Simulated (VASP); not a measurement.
## VASP inputs for CdTe (zincblende)

INCAR

```
LREAL = .FALSE.
PREC = Accurate
GGA = PE
LCHARG = .FALSE.
NSW = 0
SIGMA = 0.01
ALGO = Normal
ISMEAR = 0
HFSCREEN = 0.2079
PRECFOCK = Fast
EDIFF = 1E-7
AEXX = 0.25
NBANDS = 16
LHFCALC = .TRUE.
ISIF = 2
LASPH = .TRUE.
LWAVE = .FALSE.
ISTART = 1
NELM = 120
IBRION = -1
ENCUT = 520
```

The run starts from the orbitals of a PBE run on the same cell and mesh.

KPOINTS

```
KPOINTS created by Atomic Simulation Environment
0
Gamma
4 4 4
0 0 0
```

KPOINTS_OPT

```
special points
6
Reciprocal
0.0000000000 0.0000000000 0.0000000000 1
0.5000000000 0.0000000000 0.5000000000 1
0.5000000000 0.2500000000 0.7500000000 1
0.3750000000 0.3750000000 0.7500000000 1
0.5000000000 0.5000000000 0.5000000000 1
0.6250000000 0.2500000000 0.6250000000 1
```

POSCAR

```
Cd Te
 1.0000000000000000
     0.0000000000000000    3.2799551176437878    3.2799551176437878
     3.2799551176437878    0.0000000000000000    3.2799551176437878
     3.2799551176437878    3.2799551176437878    0.0000000000000000
 Cd  Te
   1   1
Cartesian
  0.0000000000000000  0.0000000000000000  0.0000000000000000
  1.6399775588218934  1.6399775588218934  1.6399775588218934
```

VASP ran with the recommended PBE PAW datasets (18 valence electrons in the cell).

What does this run give?

gap between bands v and c 1.44 eV; least direct gap 1.44 eV; pressure 0.2 GPa.

Band v is the last that the valence electrons fill when counted band by band, and c is the next. Levels in eV from the top of v:

```json
{"point": "Γ", "v−1": "0.00", "v": "0.00", "c": "1.44", "c+1": "5.49"}
{"point": "X", "v−1": "-1.87", "v": "-1.87", "c": "3.35", "c+1": "3.47"}
{"point": "W", "v−1": "-2.35", "v": "-2.17", "c": "5.13", "c+1": "5.44"}
{"point": "K", "v−1": "-2.57", "v": "-1.55", "c": "3.68", "c+1": "5.35"}
{"point": "L", "v−1": "-0.77", "v": "-0.77", "c": "2.58", "c+1": "6.06"}
```
